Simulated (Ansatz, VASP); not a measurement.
# Two plane-wave programs on W

```
W
1.0
     2.71316    0.00000    0.00000
    -1.35658    2.34966    0.00000
     0.00000    0.00000    4.76842
W
2
Direct
  0.33333 0.66667 0.25000
  0.66667 0.33333 0.75000
```

Change from the starting cell: volume scaled by 0.92, PAW files.

Alike in both runs: task single point; functional PBE; k mesh 17 × 17 × 9; occupations fermi-dirac, width 0.1 eV; no spin polarisation.

```csv
,VASP,Ansatz
version,VASP 6.6.1,Ansatz 0.2.0
potentials or method,"VASP PAW PBE potentials, release 64 (W_sv)","PAW with Ansatz's default frozen-core files, scalar-relativistic"
plane-wave cutoff (eV),520,420
valence electrons in the cell,28,28
```

|  | VASP | Ansatz | Ansatz less VASP |
| --- | --- | --- | --- |
| pressure (GPa) | 28.1 | 27.2 | -0.90 |
| largest component of the traceless stress (GPa) | 0.15 | 0.00 | -0.149 |

Caveats: so large a pressure means that the cell lies far from this level's equilibrium, or that cutoff or potentials fall short (VASP). Spin-orbit coupling is left out, which matters for the levels of W.
